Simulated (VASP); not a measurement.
# Se in VASP: a series of runs, part 3 of 3

VASP 6.6.1. Earlier steps stand in the parts before.

### Step 6. Relaxation of cell and atoms, LDA, target pressure 187.5 GPa, at which the enthalpy is minimised

This run uses another cell than the first one, of 10.63 Å³/atom, 0.900 times its volume.

File INCAR:

```
PREC = Accurate ; ENCUT = 520
EDIFF = 1E-7 ; ISMEAR = 0
SIGMA = 0.1 ; LREAL = F
LASPH = T ; NELM = 60
ALGO = Normal ; ISIF = 3
LWAVE = F ; LCHARG = F
GGA = CA ; IBRION = 2
NSW = 80 ; EDIFFG = -0.002
PSTRESS = 1875.0
```

File KPOINTS:

```
Automatic mesh
0
Gamma
  21 21 21
```

File POSCAR:

```
Se                                      
1.0
    1.9587110569      1.1308626150      0.7995643870
   -1.9587110569      1.1308626150      0.7995643870
    0.0000000000     -2.2617252307      0.7995643879
  Se            
     1
Direct
     0.0000000000000000    0.0000000000000000    0.0000000000000000
```

Potentials or basis: VASP PAW LDA potentials, release 64 (Se).

Launch:

```
> cat potpaw_LDA.64/Se/POTCAR > POTCAR
> mpirun -np 1 vasp_std > vasp.out
```

OUTCAR:

```text
PREC = Accurate
   ENCUT = 520
   EDIFF = 1E-7
   ISMEAR = 0
   LREAL = F
   LASPH = T
   NELM = 60
   ISIF = 3
   GGA = CA
   IBRION = 2
   NSW = 80
   EDIFFG = -0.002
   PSTRESS = 1875.0

 ion  position               nearest neighbor table
   1  0.000  0.000  0.000-

  LATTYP: Found a trigonal (rhomboedric) cell.
 ALAT       =     2.3988960935
 COS(alpha) =    -0.3333613775

  Lattice vectors:

 A1 = (   1.9587110569,   1.1308626150,   0.7995643870)
 A2 = (  -1.9587110569,   1.1308626150,   0.7995643870)
 A3 = (   0.0000000000,  -2.2617252307,   0.7995643879)

Analysis of symmetry for initial positions (statically):
=====================================================================
 Subroutine PRICEL returns:
 Original cell was already a primitive cell.

 Routine SETGRP: Setting up the symmetry group for a
 trigonal (rhombohedral) supercell.

 Subroutine GETGRP returns: Found 12 space group operations
 (whereof 12 operations were pure point group operations)
 out of a pool of 12 trial point group operations.

The static configuration has the point symmetry D_3d.

Analysis of symmetry for dynamics (positions and initial velocities):
=====================================================================
 Subroutine PRICEL returns:
 Original cell was already a primitive cell.

 Routine SETGRP: Setting up the symmetry group for a
 trigonal (rhombohedral) supercell.

 Subroutine GETGRP returns: Found 12 space group operations
 (whereof 12 operations were pure point group operations)
 out of a pool of 12 trial point group operations.

The dynamic configuration has the point symmetry D_3d.

 Subroutine INISYM returns: Found 12 space group operations
 (whereof 12 operations are pure point group operations),
 and found     1 'primitive' translations

----------------------------------------------------------------------------------------

                                     Primitive cell

  volume of cell :      10.6264

  direct lattice vectors                    reciprocal lattice vectors
     1.958711057  1.130862615  0.799564387     0.255269912  0.147380119  0.416893672
    -1.958711057  1.130862615  0.799564387    -0.255269912  0.147380119  0.416893672
     0.000000000 -2.261725231  0.799564388     0.000000000 -0.294760238  0.416893672

  length of vectors
     2.398896093  2.398896093  2.398896461     0.510572190  0.510572190  0.510572161

  position of ions in fractional coordinates (direct lattice)
     0.000000000  0.000000000  0.000000000

  ion indices of the primitive-cell ions
   primitive index   ion index
                 1           1

----------------------------------------------------------------------------------------

 KPOINTS: Automatic mesh

Automatic generation of k-mesh.
 Grid dimensions read from file:
 generate k-points for:   21   21   21

 Generating k-lattice:

  Cartesian coordinates                     Fractional coordinates (reciprocal lattice)
     0.012155710  0.007018101  0.019852080     0.047619048  0.000000000  0.000000000
    -0.012155710  0.007018101  0.019852080     0.000000000  0.047619048  0.000000000
     0.000000000 -0.014036202  0.019852080    -0.000000000 -0.000000000  0.047619048

  Length of vectors
     0.024312961  0.024312961  0.024312960

  Shift w.r.t. Gamma in fractional coordinates (k-lattice)
     0.000000000  0.000000000  0.000000000

 Subroutine IBZKPT returns following result:
 ===========================================

 Found    891 irreducible k-points:

 Following reciprocal coordinates:
            Coordinates               Weight
  0.000000  0.000000  0.000000      1.000000
  0.047619  0.000000 -0.000000      6.000000
  0.095238  0.000000 -0.000000      6.000000
  0.142857 -0.000000 -0.000000      6.000000
  0.190476  0.000000 -0.000000      6.000000
  0.238095 -0.000000 -0.000000      6.000000
[... 16 lines left out ...]
 -0.428571  0.047619  0.000000     12.000000
 -0.380952  0.047619  0.000000     12.000000
 [... further k-points ...]
   k-points           NKPTS =    891   k-points in BZ     NKDIM =    891   number of bands    NBANDS=      7
   number of dos      NEDOS =    301   number of ions     NIONS =      1
   total plane-waves  NPLWV =   5832
   dimension x,y,z NGX =    18 NGY =   18 NGZ =   18
   dimension x,y,z NGXF=    36 NGYF=   36 NGZF=   36
   ions per type =               1
   NGX,Y,Z   is equivalent  to a cutoff of  12.47, 12.47, 12.47 a.u.
   NGXF,Y,Z  is equivalent  to a cutoff of  24.95, 24.95, 24.95 a.u.
 SYSTEM =  unknown system
   PREC   = accura    normal or accurate (medium, high low for compatibility)
   ISTART =      0    job   : 0-new  1-cont  2-samecut
   ICHARG =      2    charge: 1-file 2-atom 10-const
   ISPIN  =      1    spin polarized calculation?
   LNONCOLLINEAR =      F non collinear calculations
   LSORBIT =      F    spin-orbit coupling
   LASPH  =      T    aspherical Exc in radial PAW
   ENCUT  =  520.0 eV  38.22 Ry    6.18 a.u.   4.46  4.46  4.46*2*pi/ulx,y,z
   NELM   =     60;   NELMIN=  2; NELMDL= -5     # of ELM steps
   EDIFF  = 0.1E-06   stopping-criterion for ELM
   LREAL  =      F    real-space projection
   EDIFFG = -.2E-02   stopping-criterion for IOM
   NSW    =     80    number of steps for IOM
   IBRION =      2    ionic relax: 0-MD 1-quasi-New 2-CG
   NFREE  =      1    steps in history (QN), initial steepest desc. (CG)
   ISIF   =      3    stress and relaxation
   ISYM   =      2    0-nonsym 1-usesym 2-fastsym
   POTIM  = 0.5000    time-step for ionic-motion
   TEBEG  =    0.0;   TEEND  =   0.0 temperature during run
   PSTRESS= 1875.0 pullay stress
   NELECT =       6.0000    total number of electrons
   NUPDOWN=      -1.0000    fix difference up-down
   EMIN   =  10.00;   EMAX   =-10.00  energy-range for DOS
   EFERMI =   0.00;   METHOD = LEGACY
   ISMEAR =     0;   SIGMA  =   0.10  broadening in eV -4-tet -1-fermi 0-gaus
   EFERMI_NEDOS =   21; number of points for ismear=-14 and -15
   IALGO  =     38    algorithm
   IMIX   =      4    mixing-type and parameters
     AMIX     =   0.40;   BMIX     =  1.00
     AMIX_MAG =   1.60;   BMIX_MAG =  1.00
  volume/ion in A,a.u.               =      10.63        71.71
  Fermi-wavevector in a.u.,A,eV,Ry     =   1.353101  2.556990 24.910673  1.830883
  Thomas-Fermi vector in A             =   2.480385
   LORBIT       =      0    0 simple, 1 ext, 2 COOP (PROOUT), +10 PAW based schemes
   GGA     = CA    functional components
   LHFCALC =     F    Hartree Fock is set to
   AEXX    =    0.0000 exact exchange contribution
   IVDW    =     0    specifies the selected vdW correction
   LEPSILON=     F    determine dielectric tensor
   LRPA    =     F    only Hartree local field effects (RPA)
 conjugate gradient relaxation of ions
 non-spin polarized calculation
 Gauss-broadening in eV      SIGMA  =   0.10
  energy-cutoff  :      520.00
  volume of cell :       10.63
 maximum number of plane-waves:       321
 NGX is ok and might be reduce to    18

 number of electron       6.0000001 magnetization

 Free energy of the ion-electron system (eV)
  ---------------------------------------------------
  ext. energy  EPLUGINS =         0.00000000
  ---------------------------------------------------
  free energy    TOTEN  =        -0.80736790 eV

  energy without entropy =       -0.80563789  energy(sigma->0) =       -0.80650290

 E-fermi :  16.6706     XC(G=0): -13.8376

 val. band max:       16.6272334773   @ k =   0.4762   0.4762  -0.0000
 cond. band min:      16.6707982083   @ k =  -0.3810   0.1429   0.0952
 fundamental gap:      0.0435647310
 Fermi energy:        16.6705749204

 k-point     1 :       0.0000    0.0000    0.0000
  band No.  band energies     occupation
      1      -8.1312      2.00000
      2      24.5407      0.00000
      3      24.5407      0.00000
      4      24.5437      0.00000
      5      30.8417      0.00000
      6      30.8435      0.00000
      7      30.8435      0.00000
[... 221 lines left out ...]
 k-point    24 :      -0.3810    0.0476    0.0000
  band No.  band energies     occupation
      1      -3.1051      2.00000
      2       8.1672      2.00000
      3      17.4556      0.00000
      4      20.5879      0.00000
      5      25.1675      0.00000
      6      26.2371      0.00000
      7      34.9161      0.00000

 [... further k-points ...]

------------------------ aborting loop because EDIFF is reached ----------------------------------------

  FORCE on cell =-STRESS in cart. coord.  units (eV):
  Direction    XX          YY          ZZ          XY          YZ          ZX
  --------------------------------------------------------------------------------------
  -------------------------------------------------------------------------------------
  Total       12.4347130     12.4347187     12.4365988      0.0000000     -0.0000000      0.0000000
  in kB     1874.8280094   1874.8288691   1875.1123478      0.0000000     -0.0000010      0.0000000
  external PRESSURE =      -0.0769246 kB  Pullay stress =    1875.0000000 kB

 VOLUME and BASIS-vectors are now :
 -----------------------------------------------------------------------------
  energy-cutoff  :      520.00
  volume of cell :       10.63
      direct lattice vectors                 reciprocal lattice vectors
     1.958711057  1.130862615  0.799564387     0.255269912  0.147380119  0.416893672
    -1.958711057  1.130862615  0.799564387    -0.255269912  0.147380119  0.416893672
     0.000000000 -2.261725231  0.799564388     0.000000000 -0.294760238  0.416893672

 POSITION                                       TOTAL-FORCE (eV/Angst)
 -----------------------------------------------------------------------------------
      0.00000      0.00000      0.00000         0.000000     -0.000000      0.000000
 -----------------------------------------------------------------------------------
    total drift:                               -0.000000      0.000000      0.000000

  FREE ENERGIE OF THE ION-ELECTRON SYSTEM (eV)
  ---------------------------------------------------
  free  energy   TOTEN  =        -0.8073679042 eV

  energy  without entropy=       -0.8056378862  energy(sigma->0) =       -0.80650290

  enthalpy is  TOTEN    =        11.6284858027 eV   P V=       12.4358537069

 reached required accuracy - stopping structural energy minimisation
```

OSZICAR:

```text
N       E                     dE             d eps       ncg     rms          rms(c)
DAV:   1     0.105014369713E+02    0.10501E+02   -0.34401E+03 13195   0.783E+02
DAV:   2    -0.777418668153E+00   -0.11279E+02   -0.10715E+02 17682   0.848E+01
DAV:   3    -0.865907336590E+00   -0.88489E-01   -0.87241E-01 14441   0.834E+00
DAV:   4    -0.865941210610E+00   -0.33874E-04   -0.33873E-04 19628   0.170E-01
DAV:   5    -0.865941211471E+00   -0.86095E-09   -0.30439E-08 14868   0.102E-03    0.123E+01
DAV:   6    -0.827043606718E+00    0.38898E-01   -0.57362E-03 15407   0.630E-01    0.744E+00
DAV:   7    -0.807514601559E+00    0.19529E-01   -0.98220E-03 15477   0.861E-01    0.948E-02
DAV:   8    -0.807369131191E+00    0.14547E-03   -0.24786E-04 14595   0.128E-01    0.110E-02
DAV:   9    -0.807367870874E+00    0.12603E-05   -0.84008E-06 18844   0.232E-02    0.628E-03
DAV:  10    -0.807367904239E+00   -0.33365E-07   -0.70074E-08 14028   0.254E-03
   1 F= 0.11628486E+02 E0= 0.11629351E+02  d E =0.116285E+02
```

CONTCAR:

```text
Se
   1.00000000000000
     1.9587110568999999    1.1308626150000001    0.7995643870000000
    -1.9587110568999999    1.1308626150000001    0.7995643870000000
     0.0000000000000000   -2.2617252307000002    0.7995643879000000
  Se
     1
Direct
     0.0000000000000000    0.0000000000000000    0.0000000000000000

  0.00000000E+00  0.00000000E+00  0.00000000E+00
```

Wall time 36 s (1 thread of Intel Xeon Platinum 8259CL at 2.50GHz (Skylake/Cascade Lake), shared host); peak memory 0.17 GiB.

Results:

```
Free energy             : -0.8074 eV
Pressure after relaxing : 187.5 GPa
Band gap on the k mesh  : none (metal or under the smearing width)
```

Final structure:
```cif
data_structure
_symmetry_space_group_name_H-M 'P 1'
_symmetry_Int_Tables_number 1
_cell_length_a 2.3989
_cell_length_b 2.3989
_cell_length_c 2.3989
_cell_angle_alpha 109.473
_cell_angle_beta 109.473
_cell_angle_gamma 109.473
_cell_volume 10.63
loop_
_atom_site_label
_atom_site_type_symbol
_atom_site_fract_x
_atom_site_fract_y
_atom_site_fract_z
_atom_site_occupancy
Se1 Se 0.00000 0.00000 0.00000 1
```

Levels at points of the mesh, in eV from the Fermi level:
```
           k point  band 1  band 2  band 3  band 4  band 5  band 6
(0.00, 0.00, 0.00)  -24.80    7.87    7.87    7.87   14.17   14.17
```

Caveat: the relaxation stopped at its first step, so nothing moved; the cell is relaxed towards a set pressure, so the enthalpy falls and the energy may rise.

### Step 7. Overview

| cell | target pressure | gap on the mesh (eV) | pressure (GPa) |
| --- | --- | --- | --- |
| relaxed to 125 GPa | 125 GPa | none | 125.0 |
| relaxed to 75 GPa | 75 GPa | none | 75.0 |
| relaxed to 187.5 GPa | 187.5 GPa | none | 187.5 |

Alike in all rows: task relaxation of cell and atoms; level LDA; potentials or basis VASP PAW LDA potentials, release 64 (Se); no spin polarisation; k mesh 21 × 21 × 21; cutoff (eV) 520; smearing gaussian 0.1 eV.

Caveats: the cell is relaxed towards a set pressure, so the enthalpy falls and the energy may rise; the relaxation stopped at its first step, so nothing moved (some runs).

Total energies depend on the potentials used, so only differences within one code and one set of settings carry meaning.
